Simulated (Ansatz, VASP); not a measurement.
**One calculation of AlN, two programs**

```
CELL_PARAMETERS angstrom
3.31212 0.01656 0.01656
-1.64172 2.86010 0.00606
0.02094 0.02094 4.18756
ATOMIC_POSITIONS crystal
Al 0.33333 0.66667 0.75000
Al 0.66667 0.33333 0.25000
N 0.33333 0.66667 0.25000
N 0.66667 0.33333 0.75000
```

The cell comes from a database or a generator and needn't be the stable form of this composition.

Alike in both runs: task single point; functional r2SCAN; k mesh 7 × 7 × 5; occupations fermi-dirac, width 0.02 eV; no spin polarisation.

|  | VASP | Ansatz |
| --- | --- | --- |
| version | VASP 6.6.1 | Ansatz 0.2.0 |
| potentials or method | VASP PAW PBE potentials, release 64 (Al, N) | plane waves, PAW |
| plane-wave cutoff (eV) | 520 | 520 |
| valence electrons in the cell | 16 | 16 |

Ansatz gave:

```
pressure (GPa)                                  : -5.0
largest component of the traceless stress (GPa) : 2.14
```

Task: What did VASP give for the same quantities?

Result: Pressure (GPa): -5.6; largest component of the traceless stress (GPa): 2.14.

Caveats: the PAW data sets were made with another functional, which shifts forces and pressure a little (VASP). r2SCAN opens gaps a little over a GGA but as a rule still falls short of measured ones.
